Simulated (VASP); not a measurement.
The system is ZrO2.

```
Zr O
1.0
     3.60017    0.00000    0.00000
     0.00000    3.60017    0.00000
     0.00000    0.00000    5.22516
Zr O
2 4
Direct
  0.00000 0.00000 0.00000
  0.50000 0.50000 0.50000
  0.00000 0.50000 0.30177
  0.00000 0.50000 0.80177
  0.50000 0.00000 0.69823
  0.50000 0.00000 0.19823
```

The cell is a database's computed one.

- Program: VASP 6.6.1
- Task: relaxation of cell and atoms
- Functional: PBE
- Potentials or basis: VASP PAW PBE potentials, release 64 (Zr_sv, O)
- Cutoff: 600 eV
- k mesh: 8 × 8 × 6
- Occupations: gaussian, width 0.02 eV
- Spin: no spin polarisation

At the start: pressure 3.9 GPa; volume 11.29 Å³/atom.

**Question.** Where does the relaxation end?

**Answer.** Over 11 steps the energy falls by 2.8 meV/atom and the volume is 11.54 Å³/atom (+2.2 %); space group P4_2/nmc (No. 137, to 0.05 Å).

The path:
```tsv
step	energy change (eV)	largest force (eV/Å)	pressure (GPa)	volume (Å³)
1	0.0000	0.0098	3.87	67.72
2	0.0127	0.1809	-5.02	70.43
3	-0.0131	0.0720	0.00	68.83
4	-0.0131	0.0703	0.05	68.81
5	-0.0140	0.0618	0.07	68.86
6	-0.0158	0.0341	0.09	68.99
7	-0.0164	0.0264	0.18	69.27
8	-0.0167	0.0013	0.13	69.16
9	-0.0167	0.0034	0.14	69.17
10	-0.0164	0.0117	-0.54	69.39
11	-0.0167	0.0000	0.00	69.21
```

Final structure:
```xyz
6
Lattice="3.6215 0.0000 0.0000 0.0000 3.6215 0.0000 0.0000 0.0000 5.2770" Properties=species:S:1:pos:R:3 pbc="T T T"
Zr    0.0000    3.6215    0.0000
Zr    1.8108    1.8108    2.6385
O     0.0000    1.8108    1.6158
O     0.0000    1.8108    4.2543
O     1.8108    0.0000    3.6612
O     1.8108    0.0000    1.0227
```
